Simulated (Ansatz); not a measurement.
**HgTe under changes of volume**

One of the cells (32.157 Å³/atom); the others are scaled copies at fixed shape and fractional positions:

```
Hg Te
1.0
     0.00000    3.18000    3.18000
     3.18000    0.00000    3.18000
     3.18000    3.18000    0.00000
Hg Te
1 1
Direct
  0.00000 0.00000 0.00000
  0.50000 0.50000 0.50000
```

Measurements of this composition are mostly on another form, of space group No. 216.

```yaml
Program: Ansatz 0.2.0
Functional: PBEsol
Potentials_or_basis: Ansatz PAW
Cutoff: "420 eV (not typed: the program's choice for these potentials)"
k_mesh: 7 × 7 × 7
Occupations: fermi-dirac, width 0.05 eV
Spin: no spin polarisation
```

| volume (Å³/atom) | energy over the lowest point (meV/atom) | pressure (GPa) |
| --- | --- | --- |
| 30.228 | 0.00 | -4.9 |
| 30.871 | 21.19 | -5.5 |
| 31.514 | 44.58 | -6.1 |
| 32.157 | 69.87 | -6.5 |
| 32.801 | 96.72 | -6.8 |
| 33.444 | 124.86 | -7.1 |
| 34.087 | ? | ? |

Task: What does the run at 34.087 Å³/atom give?

Result: Energy over the lowest point 154.06 meV/atom; pressure -7.4 GPa.

Worked out: A Birch-Murnaghan fit of order 3 (a polynomial in V^(-2/3)) to the other rows has no minimum within the range. It gives 154.05 meV/atom at 34.087 Å³/atom, against the run's 154.06, and -dE/dV = -7.4 GPa, against -7.4.

Energies are extrapolated to zero smearing.

Caveats: the PAW data sets come from PBE, with cores solved anew for the run's functional, which leaves a small shift of forces and pressure.
